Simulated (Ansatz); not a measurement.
Crystal: Ti3Al.

```
Ti Al
1.0
     0.00000    3.23178    3.23178
     3.23178    0.00000    3.23178
     3.23178    3.23178    0.00000
Ti Al
3 1
Cartesian
  0.0000 0.0000 0.0000
  1.6159 1.6159 1.6159
  4.8477 4.8477 4.8477
  3.2318 3.2318 3.2318
```

The cell comes from a database or a generator and needn't be the stable form of this composition.

A run of Ansatz 0.2.0 on this cell left the log below. Logs are shortened: lines on timing, memory, paths and dates and some standing lists are left out, and cuts for length are marked.

```text
Warning: RAYON_NUM_THREADS=2 ignored (pool sized by the plan → 2); use --threads N
Ti: projections on atomic orbitals take those of the free atom 1s2 2s2 2p6 3s2 3p6 3d2 4s2, of charge +0.00 (hamiltonian.pseudopotentials.projection_atoms)
Al: projections on atomic orbitals take those of the free atom 1s2 2s2 2p6 3s2 3p1, of charge +0.00 (hamiltonian.pseudopotentials.projection_atoms)
LAPW: plane waves up to 7.846 Å⁻¹, error target 1.0e-3 eV per atom; small_component_spin mean_spin; Al in spheres of 1.399 Å, 11 of its electrons in bands, Dirac shells []; Ti in spheres of 1.399 Å, 12 of its electrons in bands, Dirac shells [] (how accurate: hamiltonian.pseudopotentials.lapw.basis_error, Limitations)
Engine: ansatz 0.2.0, x86_64-unknown-linux-gnu
Pseudopotentials: kind: all_electron
Pseudopotential: Ti, LAPW, valence charge 12, lapw/all_electron/scalar/gaussian/Ti, Koelling and Harmon's equation, gaussian nucleus
Pseudopotential: Al, LAPW, valence charge 11, lapw/all_electron/scalar/gaussian/Al, Koelling and Harmon's equation, gaussian nucleus
Functional definition: PBEsol
  exchange = pbesol_x
  correlation = pbesol_c
Crystal: 4 atoms, lattice volume = 67.508 Å³
Basis set: ecut = 234.55536482875368 eV, 537 PW (Γ), exchange–correlation at level 2
Bands: 29, of which v1, the nominal top of the filled ones, is band 24 counted from 1 (23 counted from 0)
Symmetry: 48 space group operations
Space group: Fm-3m (ITA 225), of the structure as read, at distance tolerance 4.1e-5 Å
k-points: 20 of 343
Non-local potential: Ti, projectors of the file, none
Non-local potential: Al, projectors of the file, none
Initial density: superposition of atomic densities (chi_scale 0.1, normalization cell, long waves kept (reshape's long-wave potential 0.00 eV rms))
Initial wavefunctions: plane waves of lowest kinetic energy (no species holds an atomic orbital)
Functional: x = pbesol(κ = 0.804, μ = 0.12345679012345678), c = pbesol(β = 0.046)
iter 1 solved again at ethr=7.42e-4 eV; its pass at ethr=1.00e-1 eV (dr2=3.49e-1 eV) is discarded
SCF iter   1: F=—  HF=-76218.361695 eV  |F-HF|=—  |Δ(HF+E_count)|=         —  Δρ=2.25e-2  dr2=3.50e-1  ethr=7.42e-4  ⟨swp⟩=2.3  Hψ=4000  notcnv=0
[... 17 lines left out ...]
E sigma→0 (E₀):  -76217.823776 eV
Entropy (-TS):   -0.066521 eV (-16.630 meV/atom)
Fermi energy:    12.621058 eV
--- Per-component energies (eV) ---
  E_band       = -945.159748
  E_kinetic    = 76886.477386
  E_xc         = -3859.144300
  E_electrostatic = -149245.123601  (all electrons and nuclei)
  E_smearing   = -0.066521  (= −TS)
  E_closure    = 0.000000  (closes the sum)
  E_atoms      = -76191.553835  (free atoms, spherical and without spin; not in F)
  Σ components = -76217.857036   (vs F -76217.857036, Δ=0.00e0)
  Basis errors (estimates in eV, not in F): energy 1.3e-4 per atom: plane waves 8.5e-5 (4.4e-5 summed), levels above the bands 5.8e-22, relativity 4.5e-9, radial functions 4.0e-5, core shells 6.7e-8; eigenvalues (radial functions only) 1.3e-6; not estimated: angular momenta, meshes, grids; target (lapw.basis_error) 1.0e-3; muffin-tin radii Al 1.399 Å, Ti 1.399 Å
--- Forces (eV/Å), atoms counted from 1 ---
  atom   1  Ti     0.00000000    -0.00000000    -0.00000000
  atom   2  Ti     0.00000000    -0.00000000    -0.00000000
  atom   3  Ti     0.00000000    -0.00000000    -0.00000000
  atom   4  Al     0.00000000    -0.00000000    -0.00000000
  max |Σ_I F_I| component: 4.63e-17 eV/Å
--- Stress (GPa, compression-positive) ---
       -4.817404       0.000000      -0.000000
        0.000000      -4.817404       0.000000
       -0.000000       0.000000      -4.817404
  P = ⅓ Tr σ = -4.8174 GPa (-48.174 kbar)
--- Band table (eV; the first three rows and the last of 20) ---
  k-point 0: bands = ["-89.1465", "-50.8210", "-50.8210", "-50.8210", "-43.7330", "-43.6703", "-43.4072", "-20.1266", "-20.1266", "-20.1266", "-20.1240", "-20.1240", "-20.1240", "-19.7238", "-19.7238", "-19.7238", "5.1209", "10.9289", "10.9289", "10.9289", "10.9896", "10.9896", "12.6401", "12.6401", "12.6401", "14.8708", "14.8708", "14.8708", "15.5366"]
  k-point 1: bands = ["-89.1465", "-50.8210", "-50.8210", "-50.8210", "-43.7278", "-43.6720", "-43.4108", "-20.1754", "-20.1571", "-20.1571", "-20.0979", "-20.0979", "-20.0660", "-19.7348", "-19.7194", "-19.7194", "5.3570", "10.6403", "10.7359", "10.7359", "11.3792", "11.3792", "12.4759", "12.5953", "12.5953", "14.5291", "14.6289", "14.6289", "15.4888"]
  k-point 2: bands = ["-89.1465", "-50.8211", "-50.8210", "-50.8210", "-43.7146", "-43.6770", "-43.4191", "-20.1905", "-20.1849", "-20.1849", "-20.0802", "-20.0802", "-20.0415", "-19.7487", "-19.7097", "-19.7097", "6.0194", "9.8454", "10.7025", "10.7025", "11.8975", "11.8975", "12.1365", "12.5243", "12.5243", "14.0959", "14.1248", "14.1248", "15.4283"]
  k-point 19: bands = ["-89.1465", "-50.8211", "-50.8211", "-50.8210", "-43.6885", "-43.6877", "-43.4348", "-20.2888", "-20.2091", "-20.1451", "-20.1375", "-20.0082", "-19.9967", "-19.7436", "-19.7207", "-19.6864", "7.5397", "9.5379", "9.6208", "10.7010", "11.5051", "12.2910", "12.4536", "12.7518", "13.2127", "13.2944", "13.4366", "14.1271", "14.8803"]
--- Löwdin populations: 4 sites ---
  site symbol       q [e]
     0     Ti     21.7365
     1     Ti     21.5326
     2     Ti     21.5326
     3     Al     13.9177
  spilling = 0.003551 (of n_electrons = 79.000000)
```

Problem. Write the input and the command behind it.

Solution. Single point with PBEsol, no spin polarisation. The files as run (others can give the same):

input.yaml
```yaml
crystal:
  lattice:
    - [0.0, 3.231781, 3.231781]
    - [3.231781, 0.0, 3.231781]
    - [3.231781, 3.231781, 0.0]
  atoms:
    - { symbol: Ti, position: [0.0, 0.0, 0.0] }
    - { symbol: Ti, position: [0.25, 0.25, 0.25] }
    - { symbol: Ti, position: [0.75, 0.75, 0.75] }
    - { symbol: Al, position: [0.5, 0.5, 0.5] }
kpoints:
  mp_grid: { grid: [7, 7, 7] }
scf:
  occupations: { method: fermi_dirac, width: 0.05 }
hamiltonian:
  xc: pbesol
  pseudopotentials: { kind: all_electron, lapw: { basis_error: 0.001 } }
output:
  forces: true
  stress: true
  eigenvalues: true
  populations: true
```

Potentials or basis: all-electron LAPW, scalar-relativistic.
Command:
```sh
$ ansatz run input.yaml --threads 2 --pin off --max-ram 8192MiB --backend cpu --events-out ev --progress --plain --runs-dir out
```
